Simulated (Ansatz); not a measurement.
Si (P6_3/mmc), frozen normal mode

Method: DFT r2SCAN, scalar-relativistic, plane waves, PAW (Ansatz). Cutoff 500 eV, Γ-centred 24×24×14 k-points, Gaussian smearing of 0.15 eV. No spin polarisation. Energies are free energies at this smearing, counted from the undisturbed cell; pressure is positive in compression.

The starting cell (relaxed at this level; with this scan's settings it stands at -0.1 GPa; this form isn't the usual structure):

```
Si
1.0
     2.63919    0.00000    0.00000
    -1.31960    2.28561    0.00000
     0.00000    0.00000    4.55316
Si
2
Direct
  0.33333 0.66667 0.25000
  0.66667 0.33333 0.75000
```

A zone-centre mode of this cell is frozen in: each atom moves by x times its row below, so x is the largest displacement.
```
atom ux uy uz
 Si1  -1.000  0.000  0.000
 Si2   1.000  0.000  0.000
``` The cell is metallic on the mesh throughout.

Task: Over the sampled range (-0.2600 to 0.2275), is the undisturbed cell the lowest point?

Result: No: the energy is lower at x (Å) = -0.2600, -65.2 in ΔE (meV/cell). The harmonic wavenumber of this mode is 104i cm⁻¹ (no LO–TO term).

The scan:

```csv
x (Å),ΔE (meV/cell)
-0.2600,-65.2
-0.1300,-18.2
0.0000,0.0
0.0325,-1.2
0.0650,-4.6
0.0975,-10.3
0.1625,-27.9
0.1950,-39.2
0.2275,-51.8
```

Cost: 9 runs of about 2.7 core-minutes in all, on AMD EPYC 9R45 (Zen 5) (shared hosts).